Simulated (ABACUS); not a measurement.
# Al (Fm-3m) in ABACUS: a series of runs

One crystal, Al, is run at these levels: SCAN, r2SCAN; tasks: band structure, equation of state.

Program: ABACUS 3.10.1. These are calculated values, not measurements. Logs are shortened: lines on timing, memory, paths and dates and some standing lists are left out, and cuts for length are marked.

### Step 1. The structure

It takes space group Fm-3m (No. 225, cubic). Conventional cell: a = 4.050 Å, b = 4.050 Å, c = 4.050 Å, α = 90.00°, β = 90.00°, γ = 90.00°. Al (site symmetry m-3m) is surrounded by 12 Al at 2.86 Å.

### Step 2. Band structure, SCAN

INPUT reads:

```
INPUT_PARAMETERS
suffix              Al
calculation         nscf
basis_type          pw
pseudo_dir          ./
symmetry            -1
dft_functional      scan
ecutwfc             69.0
pseudo_rcut         10
nspin               1
nbands              16
ks_solver           dav
smearing_method     fd
smearing_sigma      0.00367493
scf_thr             1e-08
scf_nmax            100
mixing_type         broyden
mixing_beta         0.7
mixing_tau          1
init_chg            file
pw_diag_thr         1e-07
out_band            1
kpar                4
```

STRU reads:

```
ATOMIC_SPECIES
Al 26.9815 Al_ONCV_PBE-1.2.upf

LATTICE_CONSTANT
1.8897261246

LATTICE_VECTORS
0.0000000000 2.0248050000 2.0248050000
2.0248050000 0.0000000000 2.0248050000
2.0248050000 2.0248050000 0.0000000000

ATOMIC_POSITIONS
Direct

Al
0.0
1
0.0000000000 0.0000000000 0.0000000000 1 1 1
```

KPT reads:

```
K_POINTS
12
Line
0.00000000 0.00000000 0.00000000 10 // G
0.50000000 0.00000000 0.50000000 10 // X
0.50000000 0.25000000 0.75000000 10 // W
0.37500000 0.37500000 0.75000000 10 // K
0.00000000 0.00000000 0.00000000 10 // G
0.50000000 0.50000000 0.50000000 10 // L
0.62500000 0.25000000 0.62500000 10 // U
0.50000000 0.25000000 0.75000000 10 // W
0.50000000 0.50000000 0.50000000 10 // L
0.37500000 0.37500000 0.75000000 1 // K
0.62500000 0.25000000 0.62500000 10 // U
0.50000000 0.00000000 0.50000000 1 // X
```

Potentials or basis: SG15 ONCV 1.2 PBE, plane waves.

Run with:

```
> OMP_NUM_THREADS=1 mpirun -np 4 abacus > log
```

running log:

```text
ABACUS v3.10.1

               Atomic-orbital Based Ab-initio Computation at UStc

 ------------------------------------------------------------------------------------

 READING GENERAL INFORMATION
                           global_out_dir = OUT.Al/
                           global_in_card = INPUT
                               pseudo_dir = ./
                              orbital_dir =
                                    DSIZE = 4
                                    GSIZE = 1

 READING UNITCELL INFORMATION
                                    ntype = 1
                  lattice constant (Bohr) = 1.88973
              lattice constant (Angstrom) = 1

 READING ATOM TYPE 1
                               atom label = Al
                      L=0, number of zeta = 1
                      L=1, number of zeta = 1
                      L=2, number of zeta = 1
             number of atom for this type = 1

                        TOTAL ATOM NUMBER = 1
DIRECT COORDINATES
    atom                   x                   y                   z     mag                  vx                  vy                  vz
taud_Al1            0.0000000000        0.0000000000        0.0000000000  0.0000        0.0000000000        0.0000000000        0.0000000000

                          Volume (Bohr^3) = 112.041
                             Volume (A^3) = 16.6027

 Lattice vectors: (Cartesian coordinate: in unit of a_0)
                   +0            +2.02481            +2.02481
             +2.02481                  +0            +2.02481
             +2.02481            +2.02481                  +0
 Reciprocal vectors: (Cartesian coordinate: in unit of 2 pi/a_0)
            -0.246937           +0.246937           +0.246937
            +0.246937           -0.246937           +0.246937
            +0.246937           +0.246937           -0.246937
 The esolver type has been set to : ksdft_pw

                PAO radial cut off (Bohr) = 10

 Read in pseudopotential file is Al_ONCV_PBE-1.2.upf
                     pseudopotential type = NC
          exchange-correlation functional = PBE
                 nonlocal core correction = 0
                        valence electrons = 11
                                     lmax = 1
                           number of zeta = 0
                     number of projectors = 4
                           L of projector = 0
                           L of projector = 0
                           L of projector = 1
                           L of projector = 1
 XC functional updated to : scan
          exchange-correlation functional = SCAN
     initial pseudo atomic orbital number = 0

 SETUP THE ELECTRONS NUMBER
            electron number of element Al = 11
      total electron number of element Al = 11
            AUTOSET number of electrons:  = 11
                           occupied bands = 6
                                   NBANDS = 16
                                   NLOCAL = 9

%%%%%%%%%%%%%%%%%%%%%%%%%%%%%%%%%%%%%%%%%%%%%%%%%%%%%%%%%%%%%%%%%%%%%%%%%%%%%%%%%%%%%%%%%%%%%%%%%%%%%%%%%%
 Warning: the number of valence electrons in pseudopotential > 3 for Al: [Ne] 3s2 3p1
 Pseudopotentials with additional electrons can yield (more) accurate outcomes, but may be less efficient.
 If you're confident that your chosen pseudopotential is appropriate, you can safely ignore this warning.
%%%%%%%%%%%%%%%%%%%%%%%%%%%%%%%%%%%%%%%%%%%%%%%%%%%%%%%%%%%%%%%%%%%%%%%%%%%%%%%%%%%%%%%%%%%%%%%%%%%%%%%%%%

 SETUP THE PLANE WAVE BASIS
 energy cutoff for charge/potential (unit:Ry) = 276
            fft grid for charge/potential = [ 30, 30, 30 ]
                        fft grid division = [ 1, 1, 1 ]
        big fft grid for charge/potential = [ 30, 30, 30 ]
                                     nbxx = 27000
                                     nrxx = 27000

 SETUP PLANE WAVES FOR CHARGE/POTENTIAL
                    number of plane waves = 8657
                         number of sticks = 559

 PARALLEL PW FOR CHARGE/POTENTIAL
     PROC   COLUMNS(POT)             PW
        1            559           8657
 --------------- sum -------------------
        1            559           8657
                            number of |g| = 139
                                  max |g| = 24.879
                                  min |g| = 0

----------- Double Check Mixing Parameters Begin ------------
mixing_type: broyden
mixing_beta: 0.7
mixing_gg0: 1
mixing_gg0_min: 0.1
mixing_ndim: 8
----------- Double Check Mixing Parameters End ------------

 SETUP K-POINTS
                                    nspin = 1
                                   nkstot = 102
K-POINTS DIRECT COORDINATES
 KPOINTS    DIRECT_X    DIRECT_Y    DIRECT_Z  WEIGHT
       1  0.00000000  0.00000000  0.00000000  1.0000
       2  0.05000000  0.00000000  0.05000000  1.0000
       3  0.10000000  0.00000000  0.10000000  1.0000
       4  0.15000000  0.00000000  0.15000000  1.0000
       5  0.20000000  0.00000000  0.20000000  1.0000
       6  0.25000000  0.00000000  0.25000000  1.0000
[... 22 lines left out ...]
      29  0.40000000  0.35000000  0.75000000  1.0000
      30  0.38750000  0.36250000  0.75000000  1.0000
[... 72 further k points ...]

           k-point number in this process = 26
       minimum distributed K point number = 25

[... K-POINTS CARTESIAN COORDINATES: 26 rows ...]

[... K-POINTS DIRECT COORDINATES: 26 rows ...]

 SETUP PLANE WAVES FOR WAVE FUNCTIONS
     energy cutoff for wavefunc (unit:Ry) = 69
              fft grid for wave functions = [ 30, 30, 30 ]
                    number of plane waves = 1459
                         number of sticks = 163

 PARALLEL PW FOR WAVE FUNCTIONS
     PROC   COLUMNS(POT)             PW
        1            163           1459
 --------------- sum -------------------
        1            163           1459

 SETUP NONLOCAL PSEUDOPOTENTIALS IN PLANE WAVE BASIS
 Al non-local projectors:
 projector 1 L=0
 projector 2 L=0
 projector 3 L=1
 projector 4 L=1
      TOTAL NUMBER OF NONLOCAL PROJECTORS = 8

 Init Non-Local PseudoPotential table :
 Init Non-Local-Pseudopotential done.

                                     npwx = 1106

 -------------------------------------------
 NONSELF-CONSISTENT
 -------------------------------------------
                                 init_chg = file
 try to read charge from file
 Read in the charge density: OUT.Al//Al-CHARGE-DENSITY.restart
 try to read kinetic energy density from file
 Read in the kinetic energy density: OUT.Al//Al-TAU-DENSITY.restart

 PW ALGORITHM --------------- ION=   1  ELEC=   1--------------------------------
 k(1/102) Iter steps (avg)=10 threshold=1e-07
 k(2/102) Iter steps (avg)=17 threshold=1e-07
 k(3/102) Iter steps (avg)=14 threshold=1e-07
 k(4/102) Iter steps (avg)=14 threshold=1e-07
 k(5/102) Iter steps (avg)=14 threshold=1e-07
 k(6/102) Iter steps (avg)=18 threshold=1e-07
 k(7/102) Iter steps (avg)=18 threshold=1e-07
 k(8/102) Iter steps (avg)=22 threshold=1e-07
 k(9/102) Iter steps (avg)=21 threshold=1e-07
 k(10/102) Iter steps (avg)=19 threshold=1e-07
[... 6 lines left out ...]
 k(17/102) Iter steps (avg)=21 threshold=1e-07
 k(18/102) Iter steps (avg)=21 threshold=1e-07
 k(19/102) Iter steps (avg)=22 threshold=1e-07
 k(20/102) Iter steps (avg)=24 threshold=1e-07
 k(21/102) Iter steps (avg)=22 threshold=1e-07
 k(22/102) Iter steps (avg)=23 threshold=1e-07
 k(23/102) Iter steps (avg)=23 threshold=1e-07
 k(24/102) Iter steps (avg)=21 threshold=1e-07
 k(25/102) Iter steps (avg)=21 threshold=1e-07
 k(26/102) Iter steps (avg)=21 threshold=1e-07
[... levels at 26 k points of this process ...]

 Density error is 0.00000000000
                          Error Threshold = 1.00000000000e-07
----------------------------------------------------------
     Energy           Rydberg                 eV
----------------------------------------------------------
 E_KohnSham     -138.2751244805      -1881.3295845938
 E_KS(sigma->0) -138.2747738719      -1881.3248143194
 E_Harris       -138.2751244805      -1881.3295845938
 E_band         -37.0587404920       -504.2100313945
 E_one_elec     -84.6113927694       -1151.1970573794
 E_Hartree      34.5094445420        469.5250805856
 E_xc           -15.6788898508       -213.3222402854
 E_Ewald        -72.4935851851       -986.3258269659
 E_entropy(-TS) -0.0007012171        -0.0095405487
 E_descf        0.0000000000         0.0000000000
 E_exx          0.0000000000         0.0000000000
 E_Fermi        0.7184143772         9.7745290552
----------------------------------------------------------

 charge density convergence is achieved
 final etot is -1881.3295846 eV
 EFERMI = 9.7745290552 eV

 STATE ENERGY(eV) AND OCCUPATIONS    NSPIN == 1
 1/26 kpoint (Cartesian) = 0.0000 0.0000 0.0000 (1067 pws)
       1       -95.9490      0.0196078
       2       -55.5993      0.0196078
       3       -55.5993      0.0196078
       4       -55.5993      0.0196078
       5      -0.544453      0.0196078
       6        24.1521        0.00000
[... 8 lines left out ...]
      15        33.6309        0.00000
      16        36.6286        0.00000

 2/26 kpoint (Cartesian) = 0.0000 0.024694 0.0000 (1071 pws)
       1       -95.9489      0.0196078
       2       -55.5999      0.0196078
       3       -55.5995      0.0196078
       4       -55.5995      0.0196078
       5      -0.450528      0.0196078
       6        23.2759        0.00000
[... 8 lines left out ...]
      15        33.6686        0.00000
      16        36.7301        0.00000

 3/26 kpoint (Cartesian) = 0.0000 0.049387 0.0000 (1074 pws)
       1       -95.9486      0.0196078
       2       -55.6014      0.0196078
       3       -55.6001      0.0196078
       4       -55.6001      0.0196078
       5      -0.169121      0.0196078
       6        22.0135        0.00000
[... 8 lines left out ...]
      15        34.3396        0.00000
      16        37.0429        0.00000

 4/26 kpoint (Cartesian) = 0.0000 0.074081 0.0000 (1074 pws)
       1       -95.9482      0.0196078
       2       -55.6038      0.0196078
       3       -55.6011      0.0196078
       4       -55.6011      0.0196078
       5       0.298621      0.0196078
       6        20.7589        0.00000
[... 8 lines left out ...]
      15        35.4134        0.00000
      16        37.5945        0.00000

 5/26 kpoint (Cartesian) = 0.0000 0.098775 0.0000 (1070 pws)
       1       -95.9477      0.0196078
       2       -55.6067      0.0196078
       3       -55.6023      0.0196078
       4       -55.6023      0.0196078
       5       0.950776      0.0196078
       6        19.5840    1.22703e-87
[... 8 lines left out ...]
      15        36.6976        0.00000
      16        38.4406        0.00000

 6/26 kpoint (Cartesian) = 0.0000 0.12347 0.0000 (1094 pws)
       1       -95.9472      0.0196078
       2       -55.6100      0.0196078
       3       -55.6036      0.0196078
       4       -55.6036      0.0196078
       5        1.78463      0.0196078
       6        18.5748    7.15364e-79
[... 8 lines left out ...]
      15        38.1193        0.00000
      16        39.6669        0.00000

[... levels at 20 further k points ...]

 --------------------------------------------
 !FINAL_ETOT_IS -1881.329584593754 eV
 --------------------------------------------

 Output bands in file: OUT.Al/BANDS_1.dat
```

It took 23 s on 4 MPI ranks of Intel Xeon Platinum 8259CL at 2.50GHz (Skylake/Cascade Lake), shared host; peak memory 0.36 GiB.

Levels at the corners of the path, in eV from the Fermi level:
```tsv
point	band 5	band 6	band 7	band 8	band 9	band 10	band 11
Γ	-11.66	13.04	13.04	13.04	14.75	14.75	14.75
X	-3.17	-1.77	5.14	5.84	5.84	9.29	26.28
W	-1.02	-1.02	-0.08	1.28	16.28	16.28	16.95
K	-2.10	-1.60	-0.44	6.84	8.31	16.20	22.63
Γ	-11.66	13.04	13.04	13.04	14.75	14.75	14.75
L	-4.97	-4.57	11.80	11.80	11.94	11.94	15.06
U	-2.10	-1.60	-0.44	6.84	8.31	16.20	22.63
W	-1.02	-1.02	-0.08	1.28	16.28	16.28	16.95
L	-4.97	-4.57	11.80	11.80	11.94	11.94	15.06
K	-2.10	-1.60	-0.44	6.84	8.31	16.20	22.63
U	-2.10	-1.60	-0.44	6.84	8.31	16.20	22.63
X	-3.17	-1.77	5.14	5.84	5.84	9.29	26.28
```

Caveat: the density is read from an earlier self-consistent run, whose mesh may be coarse.

### Step 3. Band structure, r2SCAN

INPUT: that of step 2 with these lines changed.

```diff
@@ -6,3 +6,3 @@
 symmetry            -1
-dft_functional      scan
+dft_functional      MGGA_X_R2SCAN+MGGA_C_R2SCAN
 ecutwfc             69.0
```

STRU is that of step 2.

KPT is that of step 2.

Potentials or basis: SG15 ONCV 1.2 PBE, plane waves.

Run with:

```
> OMP_NUM_THREADS=1 mpirun -np 4 abacus > log
```

Wall time 12 s (4 MPI ranks of Intel Xeon Platinum 8488C (Sapphire Rapids), shared host); peak memory 0.36 GiB.

Levels at the corners of the path, in eV from the Fermi level:
```
point  band 5  band 6  band 7  band 8  band 9  band 10  band 11
    Γ  -11.96   13.21   13.21   13.21   15.28    15.28    15.28
    X   -3.26   -1.80    5.31    5.94    5.94     9.73    27.03
    W   -1.05   -1.05   -0.09    1.36   16.68    16.68    17.63
    K   -2.15   -1.64   -0.42    6.97    8.62    16.71    23.28
    Γ  -11.96   13.21   13.21   13.21   15.28    15.28    15.28
    L   -5.10   -4.67   11.94   11.94   12.35    12.35    15.68
    U   -2.15   -1.64   -0.42    6.97    8.62    16.71    23.28
    W   -1.05   -1.05   -0.09    1.36   16.68    16.68    17.63
    L   -5.10   -4.67   11.94   11.94   12.35    12.35    15.68
    K   -2.15   -1.64   -0.42    6.97    8.62    16.71    23.28
    U   -2.15   -1.64   -0.42    6.97    8.62    16.71    23.28
    X   -3.26   -1.80    5.31    5.94    5.94     9.73    27.03
```

Caveat: the density is read from an earlier self-consistent run, whose mesh may be coarse.

(Continued in part 2 of 2.)
